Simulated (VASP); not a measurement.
# NaCl (Fm-3m) in VASP: further runs

The runs below take NaCl through relaxation of cell and atoms, with PBEsol.

All numbers are computed with VASP 6.6.1; they aren't measurements. Logs are shortened: lines on timing, memory, paths and dates and some standing lists are left out, and cuts for length are marked.

### 1 Starting point

Symmetry: Fm-3m, No. 225, cubic system. Conventional cell: a = 5.610 Å, b = 5.610 Å, c = 5.610 Å, α = 90.00°, β = 90.00°, γ = 90.00°. Around Na (site symmetry m-3m) lie 6 Cl at 2.81 Å. Cl (site symmetry m-3m) has 6 Na at 2.81 Å as nearest neighbours.

### 2 Relaxation of cell and atoms, PBEsol

INCAR

```
PREC = Accurate
ENCUT = 600
EDIFF = 1E-7
ISMEAR = 0
SIGMA = 0.03
LREAL = F
LASPH = T
NELM = 80
ALGO = Normal
ISIF = 3
LWAVE = F
LCHARG = F
GGA = PS
IBRION = 2
NSW = 90
EDIFFG = -0.005
KPAR = 4
```

KPOINTS

```
regular mesh
0
Gamma
  8 8 8
```

POSCAR

```
NaCl                                    
1.0
    0.0000000000      2.8051740254      2.8051740254
    2.8051740254     -0.0000000000      2.8051740254
    2.8051740254      2.8051740254     -0.0000000000
  Na              Cl            
     1     1
Direct
     0.0000000000000000    0.0000000000000000    0.0000000000000000
     0.5000000000000000    0.5000000000000000    0.5000000000000000
```

Potentials or basis: VASP PAW PBE potentials, release 64 (Na_pv, Cl).

Command:

```
cat potpaw_PBE.64/Na_pv/POTCAR potpaw_PBE.64/Cl/POTCAR > POTCAR
mpirun -np 4 vasp_std > vasp.out
```

OUTCAR:

```text
PREC = Accurate
   ENCUT = 600
   EDIFF = 1E-7
   ISMEAR = 0
   LREAL = F
   LASPH = T
   NELM = 80
   ISIF = 3
   GGA = PS
   IBRION = 2
   NSW = 90
   EDIFFG = -0.005

 ion  position               nearest neighbor table
   1  0.000  0.000  0.000-
   2  0.500  0.500  0.500-

  LATTYP: Found a face centered cubic cell.
 ALAT       =     5.6103480508

  Lattice vectors:

 A1 = (   0.0000000000,   2.8051740254,   2.8051740254)
 A2 = (   2.8051740254,   0.0000000000,   2.8051740254)
 A3 = (   2.8051740254,   2.8051740254,   0.0000000000)

Analysis of symmetry for initial positions (statically):
=====================================================================
 Subroutine PRICEL returns:
 Original cell was already a primitive cell.

 Routine SETGRP: Setting up the symmetry group for a
 face centered cubic supercell.

 Subroutine GETGRP returns: Found 48 space group operations
 (whereof 48 operations were pure point group operations)
 out of a pool of 48 trial point group operations.

The static configuration has the point symmetry O_h .

Analysis of symmetry for dynamics (positions and initial velocities):
=====================================================================
 Subroutine PRICEL returns:
 Original cell was already a primitive cell.

 Routine SETGRP: Setting up the symmetry group for a
 face centered cubic supercell.

 Subroutine GETGRP returns: Found 48 space group operations
 (whereof 48 operations were pure point group operations)
 out of a pool of 48 trial point group operations.

The dynamic configuration has the point symmetry O_h .

 Subroutine INISYM returns: Found 48 space group operations
 (whereof 48 operations are pure point group operations),
 and found     1 'primitive' translations

----------------------------------------------------------------------------------------

                                     Primitive cell

  volume of cell :      44.1478

  direct lattice vectors                    reciprocal lattice vectors
     0.000000000  2.805174025  2.805174025    -0.178242061  0.178242061  0.178242061
[... 149 lines left out ...]
 -----------------------------------------------------------------------------
  energy-cutoff  :      600.00
  volume of cell :       44.15
      direct lattice vectors                 reciprocal lattice vectors
     0.000000000  2.805174025  2.805174025    -0.178242061  0.178242061  0.178242061
     2.805174025  0.000000000  2.805174025     0.178242061 -0.178242061  0.178242061
     2.805174025  2.805174025  0.000000000     0.178242061  0.178242061 -0.178242061

 POSITION                                       TOTAL-FORCE (eV/Angst)
 -----------------------------------------------------------------------------------
      0.00000      0.00000      0.00000        -0.000000     -0.000000      0.000000
      2.80517      2.80517      2.80517         0.000000      0.000000     -0.000000
 -----------------------------------------------------------------------------------
    total drift:                                0.000000     -0.000000     -0.000000

  FREE ENERGIE OF THE ION-ELECTRON SYSTEM (eV)
  ---------------------------------------------------
  free  energy   TOTEN  =        -6.9986418018 eV

  energy  without entropy=       -6.9986418018  energy(sigma->0) =       -6.99864180

--------------------------------------- Ionic step        2  -------------------------------------------

 number of electron      14.0000009 magnetization

 Free energy of the ion-electron system (eV)
  ---------------------------------------------------
  ext. energy  EPLUGINS =         0.00000000
  ---------------------------------------------------
  free energy    TOTEN  =        -6.99866264 eV

  energy without entropy =       -6.99866264  energy(sigma->0) =       -6.99866264

 E-fermi :  -0.4930     XC(G=0):  -8.4093

 val. band max:       -0.6850443630   @ k =   0.0000   0.0000   0.0000
 cond. band min:       4.3106895139   @ k =   0.0000   0.0000   0.0000
 fundamental gap:      4.9957338769
 Fermi energy:        -0.4929667873

 k-point     1 :       0.0000    0.0000    0.0000
  band No.  band energies     occupation
      1     -21.3042      2.00000
      2     -21.3042      2.00000
      3     -21.3042      2.00000
      4     -13.3689      2.00000
      5      -0.6850      2.00000
      6      -0.6850      2.00000
      7      -0.6850      2.00000
      8       4.3107      0.00000
      9      10.3292      0.00000
     10      10.3292      0.00000
     11      10.3292      0.00000
[... 309 lines left out ...]
 k-point    24 :      -0.3750    0.2500    0.1250
  band No.  band energies     occupation
      1     -21.3308      2.00000
      2     -21.3133      2.00000
      3     -21.3091      2.00000
      4     -12.9708      2.00000
      5      -2.4240      2.00000
      6      -1.4925      2.00000
      7      -1.1195      2.00000
      8       7.5050      0.00000
      9       8.8445      0.00000
     10       9.4804      0.00000
     11      11.0015      0.00000

 [... further k-points ...]

------------------------ aborting loop because EDIFF is reached ----------------------------------------

  FORCE on cell =-STRESS in cart. coord.  units (eV):
  Direction    XX          YY          ZZ          XY          YZ          ZX
  --------------------------------------------------------------------------------------
  -------------------------------------------------------------------------------------
  Total       -0.0073987     -0.0073987     -0.0073987     -0.0000000     -0.0000000      0.0000000
  in kB       -0.2688841     -0.2688841     -0.2688841     -0.0000000     -0.0000000      0.0000000
  external PRESSURE =      -0.2688841 kB  Pullay stress =       0.0000000 kB

 VOLUME and BASIS-vectors are now :
 -----------------------------------------------------------------------------
  energy-cutoff  :      600.00
  volume of cell :       44.09
      direct lattice vectors                 reciprocal lattice vectors
    -0.000000000  2.803863450  2.803863450    -0.178325375  0.178325375  0.178325375
     2.803863450  0.000000000  2.803863450     0.178325375 -0.178325375  0.178325375
     2.803863450  2.803863450  0.000000000     0.178325375  0.178325375 -0.178325375

 POSITION                                       TOTAL-FORCE (eV/Angst)
 -----------------------------------------------------------------------------------
      2.80386      5.60773      2.80386        -0.000000     -0.000000     -0.000000
      2.80386      2.80386      2.80386         0.000000      0.000000      0.000000
 -----------------------------------------------------------------------------------
    total drift:                               -0.000000     -0.000000      0.000000

  FREE ENERGIE OF THE ION-ELECTRON SYSTEM (eV)
  ---------------------------------------------------
  free  energy   TOTEN  =        -6.9986626353 eV

  energy  without entropy=       -6.9986626353  energy(sigma->0) =       -6.99866264

 reached required accuracy - stopping structural energy minimisation
```

CONTCAR:

```text
NaCl
   1.00000000000000
    -0.0000000000000000    2.8038634502515616    2.8038634502515616
     2.8038634502515616    0.0000000000000000    2.8038634502515616
     2.8038634502515616    2.8038634502515616    0.0000000000000000
  Na              Cl
     1     1
Direct
     1.0000000000000000    0.0000000000000000    1.0000000000000000
     0.5000000000000000    0.5000000000000000    0.5000000000000000

  0.00000000E+00  0.00000000E+00  0.00000000E+00
  0.00000000E+00  0.00000000E+00  0.00000000E+00
```

Run time: 5.8 s. Hardware: 4 MPI ranks of AMD EPYC 9R45 (Zen 5), shared host; peak memory 0.15 GiB.

What came out:

```yaml
Free_energy: -6.9987 eV
Relaxed_volume: 22.04 Å³/atom
Relaxed_cell: a = 3.965 Å, b = 3.965 Å, c = 3.965 Å, α = 60.00°, β = 60.00°, γ = 60.00°
Space_group_after_relaxing_to_0.05_Å: Fm-3m (No. 225)
Energy_gained_by_relaxing: 0.0 meV/atom
Ionic_steps: 2
Pressure_after_relaxing: 0.0 GPa
Band_gap_on_the_k_mesh: 5.00 eV, direct
```

Final structure:
```yaml
crystal:
  lattice:
    - [0.00000, 2.80386, 2.80386]
    - [2.80386, 0.00000, 2.80386]
    - [2.80386, 2.80386, 0.00000]
  atoms:
    - { symbol: Na, position: [0.00000, 0.00000, 0.00000] }
    - { symbol: Cl, position: [0.50000, 0.50000, 0.50000] }
```

Levels at points of the mesh, in eV from the valence-band top:
| k point | band 5 | band 6 | band 7 | band 8 | band 9 | band 10 |
| --- | --- | --- | --- | --- | --- | --- |
| (0.00, 0.00, 0.00) | 0.00 | 0.00 | 0.00 | 5.00 | 11.01 | 11.01 |
| (0.50, 0.00, 0.00) | -2.02 | -0.28 | -0.28 | 7.11 | 10.64 | 10.90 |
| (0.50, 0.50, 0.00) | -1.75 | -0.63 | -0.63 | 7.48 | 7.88 | 11.25 |

Caveat: the PAW data sets were made with another functional, which shifts forces and pressure a little.

### 3 Relaxation of cell and atoms, PBEsol

This run uses another cell than the first one, of 22.19 Å³/atom, 1.005 times its volume.

INCAR

```
  ALGO = Normal
  EDIFF = 1E-6
  EDIFFG = -0.01
  ENCUT = 600
  GGA = PS
  IBRION = 2
  ISIF = 3
  ISMEAR = 0
  LASPH = True
  LCHARG = False
  LREAL = False
  LWAVE = False
  NELM = 80
  NSW = 90
  PREC = Accurate
  SIGMA = 0.03
```

KPOINTS

```
k-points
0
Gamma
  8 8 8
```

POSCAR

```
NaCl
1.0
    0.0000000000      2.8100000000      2.8100000000
    2.8100000000      0.0000000000      2.8100000000
    2.8100000000      2.8100000000      0.0000000000
Na Cl
1 1
Direct
    0.0000000000      0.0000000000      0.0000000000
    0.5000000000      0.5000000000      0.5000000000
```

Potentials or basis: VASP PAW PBE potentials, release 64 (Na_pv, Cl).

Command:

```
cat potpaw_PBE.64/Na_pv/POTCAR potpaw_PBE.64/Cl/POTCAR > POTCAR
mpirun -np 1 vasp_std > vasp.out
```

OUTCAR:

```text
EDIFF = 1E-6
   EDIFFG = -0.01
   ENCUT = 600
   GGA = PS
   IBRION = 2
   ISIF = 3
   ISMEAR = 0
   LASPH = True
   LREAL = False
   NELM = 80
   NSW = 90
   PREC = Accurate

 ion  position               nearest neighbor table
   1  0.000  0.000  0.000-
   2  0.500  0.500  0.500-

  LATTYP: Found a face centered cubic cell.
 ALAT       =     5.6200000000

  Lattice vectors:

 A1 = (   0.0000000000,   2.8100000000,   2.8100000000)
 A2 = (   2.8100000000,   0.0000000000,   2.8100000000)
 A3 = (   2.8100000000,   2.8100000000,   0.0000000000)

Analysis of symmetry for initial positions (statically):
=====================================================================
 Subroutine PRICEL returns:
 Original cell was already a primitive cell.

 Routine SETGRP: Setting up the symmetry group for a
 face centered cubic supercell.
[... 263 lines left out ...]
      3     -21.3151      2.00000
      4     -13.3734      2.00000
      5      -0.6930      2.00000
      6      -0.6930      2.00000
      7      -0.6930      2.00000
      8       4.2973      0.00000
      9      10.3198      0.00000
     10      10.3198      0.00000
     11      10.3198      0.00000
[... 309 lines left out ...]
 k-point    24 :      -0.3750    0.2500    0.1250
  band No.  band energies     occupation
      1     -21.3415      2.00000
      2     -21.3241      2.00000
      3     -21.3199      2.00000
      4     -12.9769      2.00000
      5      -2.4282      2.00000
      6      -1.4985      2.00000
      7      -1.1263      2.00000
      8       7.4933      0.00000
      9       8.8307      0.00000
     10       9.4664      0.00000
     11      10.9883      0.00000

 [... further k-points ...]

------------------------ aborting loop because EDIFF is reached ----------------------------------------

  FORCE on cell =-STRESS in cart. coord.  units (eV):
  Direction    XX          YY          ZZ          XY          YZ          ZX
  --------------------------------------------------------------------------------------
  -------------------------------------------------------------------------------------
  Total       -0.0139779     -0.0139779     -0.0139779     -0.0000000      0.0000000      0.0000000
  in kB       -0.5072755     -0.5072755     -0.5072755     -0.0000000      0.0000000      0.0000000
  external PRESSURE =      -0.5072755 kB  Pullay stress =       0.0000000 kB
[... 17 lines left out ...]
  FREE ENERGIE OF THE ION-ELECTRON SYSTEM (eV)
  ---------------------------------------------------
  free  energy   TOTEN  =        -6.9986682416 eV

  energy  without entropy=       -6.9986682416  energy(sigma->0) =       -6.99866824

 reached required accuracy - stopping structural energy minimisation
```

OSZICAR:

```text
N       E                     dE             d eps       ncg     rms          rms(c)
DAV:   1     0.105024032550E+03    0.10502E+03   -0.79418E+03   638   0.141E+03
DAV:   2     0.324110796685E+01   -0.10178E+03   -0.94300E+02   697   0.301E+02
DAV:   3    -0.691753516638E+01   -0.10159E+02   -0.10066E+02   773   0.943E+01
DAV:   4    -0.715626870362E+01   -0.23873E+00   -0.23850E+00   716   0.150E+01
[... 16 lines left out ...]
       N       E                     dE             d eps       ncg     rms          rms(c)
DAV:   1    -0.699880252515E+01   -0.16438E-03   -0.30835E-03   719   0.868E-01    0.752E-02
DAV:   2    -0.699868703076E+01    0.11549E-03   -0.18823E-04   719   0.151E-01    0.305E-02
DAV:   3    -0.699866843577E+01    0.18595E-04   -0.45494E-05   725   0.788E-02    0.146E-02
DAV:   4    -0.699866824158E+01    0.19420E-06   -0.11380E-06   358   0.159E-02
   3 F= -.69986682E+01 E0= -.69986682E+01  d E =-.196383E-03
```

CONTCAR:

```text
NaCl
   1.00000000000000
     0.0000000000000000    2.8051740242911687    2.8051740242911687
     2.8051740242911687    0.0000000000000000    2.8051740242911687
     2.8051740242911687    2.8051740242911687   -0.0000000000000000
  Na              Cl
     1     1
Direct
     0.0000000000000000    0.0000000000000000    0.0000000000000000
     0.5000000000000000    0.5000000000000000    0.5000000000000000

  0.00000000E+00  0.00000000E+00  0.00000000E+00
  0.00000000E+00  0.00000000E+00  0.00000000E+00
```

It took 13 s on 1 thread of Intel Xeon Platinum 8488C (Sapphire Rapids), shared host; peak memory 0.18 GiB.

What came out:

* Free energy: -6.9987 eV
* Relaxed volume: 22.07 Å³/atom
* Relaxed cell: a = 3.967 Å, b = 3.967 Å, c = 3.967 Å, α = 60.00°, β = 60.00°, γ = 60.00°
* Space group after relaxing (to 0.05 Å): Fm-3m (No. 225)
* Energy gained by relaxing: 0.1 meV/atom
* Ionic steps: 3
* Pressure after relaxing: -0.1 GPa
* Band gap on the k mesh: 4.99 eV, direct

The path:
| step | energy change (eV) | largest force (eV/Å) | pressure (GPa) | volume (Å³) |
| --- | --- | --- | --- | --- |
| 1 | 0.0000 | 0.0000 | -0.19 | 44.38 |
| 2 | -0.0002 | 0.0000 | -0.08 | 44.20 |
| 3 | -0.0002 | 0.0000 | -0.05 | 44.15 |

Final structure:
```
CELL_PARAMETERS angstrom
0.00000 2.80517 2.80517
2.80517 0.00000 2.80517
2.80517 2.80517 0.00000
ATOMIC_POSITIONS crystal
Na 0.00000 0.00000 0.00000
Cl 0.50000 0.50000 0.50000
```

Caveat: the PAW data sets were made with another functional, which shifts forces and pressure a little.

(Continued in part 2 of 2.)
